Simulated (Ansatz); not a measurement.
## BP under changes of volume

One of the cells (11.682 Å³/atom); the others are scaled copies at fixed shape and fractional positions:

```
P B
1.0
     0.00000    2.26900    2.26900
     2.26900    0.00000    2.26900
     2.26900    2.26900    0.00000
P B
1 1
Direct
  0.75000 0.75000 0.75000
  0.00000 0.00000 0.00000
```

- Program: Ansatz 0.2.0
- Functional: HSE03
- Potentials or basis: Ansatz PAW
- Cutoff: 420 eV (not typed: the program's choice for these potentials)
- k mesh: 5 × 5 × 5
- Occupations: fermi-dirac, width 0.05 eV
- Spin: no spin polarisation

| volume (Å³/atom) | energy over the lowest point (meV/atom) | pressure (GPa) | gap on the mesh (eV) |
| --- | --- | --- | --- |
| 10.981 | ? | ? | ? |
| 11.214 | 7.69 | 6.5 | 1.74 |
| 11.448 | 1.13 | 2.6 | 1.77 |
| 11.682 | 0.00 | -1.0 | 1.80 |
| 11.915 | 3.82 | -4.2 | 1.82 |
| 12.149 | 12.16 | -7.2 | 1.85 |
| 12.383 | 24.56 | -9.8 | 1.87 |

Question: What does the run at 10.981 Å³/atom give?

Answer: Energy over the lowest point 20.19 meV/atom; pressure 10.8 GPa; gap on the mesh 1.71 eV.

Worked out: A Birch-Murnaghan fit of order 3 (a polynomial in V^(-2/3)) to the other rows has its minimum at 11.61 Å³/atom with B0 = V·E''(V) = 173 GPa and B' = 3.8. It gives 20.22 meV/atom at 10.981 Å³/atom, against the run's 20.19, and -dE/dV = 10.8 GPa, against 10.8. A straight line through the other rows of the gap, of slope 1.31 eV per unit of ln V, extrapolates to 1.71 eV, against the run's 1.71.

Energies are extrapolated to zero smearing.

Caveats: all runs use coarse meshes; odd divisions of the mesh miss points on the zone boundary, where band edges often lie, so the gap on the mesh can be too wide; the PAW data sets come from PBE, with cores solved anew for the run's functional, which leaves a small shift of forces and pressure; the thresholds are loose for stress.

A mesh can miss the band edges.
